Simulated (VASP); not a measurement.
Here is a VASP 6.6.1 calculation.

INCAR

```
PREC = Accurate ; ENCUT = 600
EDIFF = 1E-7 ; ISMEAR = 0
SIGMA = 0.03 ; LREAL = F
LASPH = T ; NELM = 80
ALGO = Normal ; ISIF = 3
LWAVE = F ; LCHARG = F
GGA = PS ; IBRION = 2
NSW = 90 ; EDIFFG = -0.005
```

File KPOINTS:

```
regular mesh
0
Gamma
  6 6 6
```

Contents of POSCAR:

```
Cu2O                                    
1.0
    4.2311326677      0.0000000000      0.0000000000
    0.0000000000      4.2311326677      0.0000000000
    0.0000000000      0.0000000000      4.2311326677
  Cu              O             
     4     2
Direct
     0.2500000000000000    0.2500000000000000    0.2500000000000000
     0.2500000000000000    0.7500000000000000    0.7500000000000000
     0.7500000000000000    0.7500000000000000    0.2500000000000000
     0.7500000000000000    0.2500000000000000    0.7500000000000000
     0.0000000000000000    0.0000000000000000    0.0000000000000000
     0.5000000000000000    0.5000000000000000    0.5000000000000000
```

Potentials or basis: VASP PAW PBE potentials, release 64 (Cu, O).

Command:

```bash
$ cat potpaw_PBE.64/Cu/POTCAR potpaw_PBE.64/O/POTCAR > POTCAR
$ mpirun -np 1 vasp_std > vasp.out
```

Problem. Predict the band gap on the k mesh.

Solution. 0.55 eV, direct.

Final structure:
```cif
data_structure
_symmetry_space_group_name_H-M 'P 1'
_symmetry_Int_Tables_number 1
_cell_length_a 4.2311
_cell_length_b 4.2311
_cell_length_c 4.2311
_cell_angle_alpha 90.000
_cell_angle_beta 90.000
_cell_angle_gamma 90.000
_cell_volume 75.75
loop_
_atom_site_label
_atom_site_type_symbol
_atom_site_fract_x
_atom_site_fract_y
_atom_site_fract_z
_atom_site_occupancy
Cu1 Cu 0.25000 0.25000 0.25000 1
Cu2 Cu 0.25000 0.75000 0.75000 1
Cu3 Cu 0.75000 0.75000 0.25000 1
Cu4 Cu 0.75000 0.25000 0.75000 1
O1 O 0.00000 0.00000 0.00000 1
O2 O 0.50000 0.50000 0.50000 1
```

Caveat: the relaxation stopped at its first step, so nothing moved. A k mesh can miss the band edges.
